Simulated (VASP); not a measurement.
Output of a VASP run:

OSZICAR:
```
...
DAV:   3    -0.293419674325E+02    0.20336E-01   -0.27434E-01  1612   0.506E+00    0.516E-01
DAV:   4    -0.293356713612E+02    0.62961E-02   -0.17970E-02  1612   0.138E+00    0.269E-01
DAV:   5    -0.293347592645E+02    0.91210E-03   -0.35222E-03  1632   0.577E-01    0.337E-02
DAV:   6    -0.293347731403E+02   -0.13876E-04   -0.69953E-05  1496   0.957E-02    0.969E-03
DAV:   7    -0.293347733804E+02   -0.24010E-06   -0.21994E-06  1720   0.146E-02    0.195E-03
DAV:   8    -0.293347735063E+02   -0.12588E-06   -0.75755E-08   968   0.280E-03    0.526E-04
DAV:   9    -0.293347735233E+02   -0.17000E-07   -0.24019E-08   868   0.178E-03
   2 F= -.26310032E+02 E0= -.26310032E+02  d E =-.884232E-01
       N       E                     dE             d eps       ncg     rms          rms(c)
DAV:   1    -0.297381833328E+02   -0.40341E+00   -0.37529E+00  1484   0.219E+01    0.336E+00
DAV:   2    -0.295368451870E+02    0.20134E+00   -0.67508E-01  1492   0.855E+00    0.528E-01
DAV:   3    -0.295352163404E+02    0.16288E-02   -0.30209E-02  1544   0.170E+00    0.167E-01
DAV:   4    -0.295343090247E+02    0.90732E-03   -0.16623E-03  1644   0.440E-01    0.790E-02
DAV:   5    -0.295342205960E+02    0.88429E-04   -0.28876E-04  1628   0.164E-01    0.111E-02
DAV:   6    -0.295342220561E+02   -0.14601E-05   -0.63241E-06  1540   0.287E-02    0.418E-03
DAV:   7    -0.295342217402E+02    0.31596E-06   -0.44065E-07  1652   0.621E-03    0.802E-04
DAV:   8    -0.295342216653E+02    0.74872E-07   -0.29271E-08   884   0.172E-03
   3 F= -.26362441E+02 E0= -.26362441E+02  d E =-.140832E+00
       N       E                     dE             d eps       ncg     rms          rms(c)
DAV:   1    -0.295292816207E+02    0.49401E-02   -0.44320E-03  1484   0.762E-01    0.115E-01
DAV:   2    -0.295290464551E+02    0.23517E-03   -0.77654E-04  1484   0.290E-01    0.189E-02
DAV:   3    -0.295290437041E+02    0.27511E-05   -0.36570E-05  1580   0.591E-02    0.597E-03
DAV:   4    -0.295290428636E+02    0.84053E-06   -0.20927E-06  1616   0.154E-02    0.283E-03
DAV:   5    -0.295290429298E+02   -0.66209E-07   -0.37715E-07  1372   0.592E-03
   4 F= -.26362394E+02 E0= -.26362394E+02  d E =-.140785E+00
       N       E                     dE             d eps       ncg     rms          rms(c)
DAV:   1    -0.295367210395E+02   -0.76782E-02   -0.12654E-02  1480   0.125E+00    0.158E-01
DAV:   2    -0.295362630580E+02    0.45798E-03   -0.14419E-03  1704   0.407E-01    0.286E-02
DAV:   3    -0.295362586990E+02    0.43589E-05   -0.80053E-05  1464   0.874E-02    0.861E-03
DAV:   4    -0.295362563584E+02    0.23406E-05   -0.58344E-06  1644   0.252E-02    0.468E-03
DAV:   5    -0.295362558170E+02    0.54136E-06   -0.11640E-06  1572   0.105E-02    0.649E-04
DAV:   6    -0.295362557929E+02    0.24140E-07   -0.25367E-08   776   0.191E-03
   5 F= -.26362441E+02 E0= -.26362441E+02  d E =-.469929E-04
       N       E                     dE             d eps       ncg     rms          rms(c)
DAV:   1    -0.295339671686E+02    0.22886E-02   -0.13587E-03  1480   0.408E-01    0.520E-02
DAV:   2    -0.295339190465E+02    0.48122E-04   -0.15479E-04  1696   0.133E-01    0.943E-03
DAV:   3    -0.295339181899E+02    0.85666E-06   -0.86449E-06  1464   0.287E-02    0.283E-03
DAV:   4    -0.295339180576E+02    0.13221E-06   -0.62995E-07  1596   0.827E-03    0.154E-03
DAV:   5    -0.295339181057E+02   -0.48055E-07   -0.11721E-07   756   0.346E-03
   6 F= -.26362455E+02 E0= -.26362455E+02  d E =-.610817E-04
```

**OUTCAR**
```
------------------------ aborting loop because EDIFF is reached ----------------------------------------
  FORCE on cell =-STRESS in cart. coord.  units (eV):
  Direction    XX          YY          ZZ          XY          YZ          ZX
  --------------------------------------------------------------------------------------
  Total        3.1608935      3.1608946      3.1838700      0.0000000      0.0000000      0.0000000
  in kB      199.3334431    199.3335161    200.7824009      0.0000000      0.0000000      0.0000000
  external PRESSURE =      -0.1835466 kB  Pullay stress =     200.0000000 kB
  volume of cell :       25.41
      direct lattice vectors                 reciprocal lattice vectors
     1.312026191 -2.272496439 -0.000000000     0.381089954 -0.220022347  0.000000000
     1.312026191  2.272496439  0.000000000     0.381089954  0.220022347 -0.000000000
     0.000000000  0.000000000  4.260539155     0.000000000 -0.000000000  0.234712078
 POSITION                                       TOTAL-FORCE (eV/Angst)
 -----------------------------------------------------------------------------------
      1.31203     -0.75750      2.13106        -0.000000     -0.000000      0.003256
      1.31203      0.75750      0.00079        -0.000000      0.000000      0.003256
      1.31203     -0.75750      3.73997         0.000000     -0.000000     -0.003256
      1.31203      0.75750      1.60970         0.000000      0.000000     -0.003256
 -----------------------------------------------------------------------------------
    total drift:                                0.000000      0.001529     -0.000436
  FREE ENERGIE OF THE ION-ELECTRON SYSTEM (eV)
  ---------------------------------------------------
  free  energy   TOTEN  =       -29.5339181057 eV

  energy  without entropy=      -29.5339181057  energy(sigma->0) =      -29.53391811
  enthalpy is  TOTEN    =       -26.3624548384 eV   P V=        3.1714632673

 reached required accuracy - stopping structural energy minimisation
```
(Selected blocks of OUTCAR.)

### POSCAR
```
BeO
1
    1.3475550313    -2.3340341878     0.0000000000
    1.3475550313     2.3340341878     0.0000000000
    0.0000000000    -0.0000000000     4.3750920580
Be O
2 2
Direct
  0.6666670000   0.3333330000   0.5000633700
  0.3333330000   0.6666670000   0.0000633700
  0.6666670000   0.3333330000   0.8779366300
  0.3333330000   0.6666670000   0.3779366300
```

Problem. Write an INCAR and KPOINTS that could have produced this output.

Solution. One answer among several that fit: the input of the run itself, PBEsol GGA, plane waves, VASP's PBE PAW potentials (set 64).

### INCAR
```
! general
SYSTEM  = BeO
PREC    = Accurate
ENCUT   = 600
LREAL   = .FALSE.
LASPH   = .TRUE.

! electronic loop
EDIFF   = 1E-7
NELM    = 100
ALGO    = Normal

! smearing
ISMEAR  = 0
SIGMA   = 0.05

! functional
GGA     = PS

! ions
IBRION  = 2
NSW     = 40
ISIF    = 3
EDIFFG  = -0.01
PSTRESS = 200

! output
LWAVE   = .FALSE.
LCHARG  = .FALSE.
```

**KPOINTS**
```
Automatic mesh
0
Gamma
10 10 6
0 0 0
```

POTCAR, in this order: Be O (PBE.64 set). Program: vasp_std.

Energy and stress use the plane-wave basis of the starting cell.

The compound is BeO in the wurtzite structure. This run relaxes it under an external pressure of 20 GPa. Symmetry was kept, so distortions that lower it aren't found.
